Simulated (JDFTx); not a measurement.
The system is HgSe.

```
Hg Se
1.0
     0.00000    3.03900    3.03900
     3.03900    0.00000    3.03900
     3.03900    3.03900    0.00000
Hg Se
1 1
Direct
  0.00000 0.00000 0.00000
  0.75000 0.75000 0.75000
```

Program: JDFTx 1.7.0 (patched build). Alike in all runs: task single point; no spin polarisation; cell as given; k mesh 8 × 8 × 8; cutoff (eV) 1170.

**Question.** Order these runs on this cell by their pressure, lowest first.
A. level PBEsol; potentials or basis PseudoDojo-SR-PBEsol-0.4.1-standard with smoothed tails; smearing gaussian 0.1 eV
B. level BLYP; potentials or basis PseudoDojo-SR-PBE-0.5-standard with smoothed tails; smearing fermi-dirac 0.05 eV
C. level LDA; potentials or basis PseudoDojo-SR-LDA-0.4.1-standard with smoothed tails; smearing gaussian 0.05 eV

**Answer.** C (-0.5 GPa), A (1.4 GPa), B (8.1 GPa).

Caveats: the potentials were made for another functional, which shifts forces and pressure (some runs).
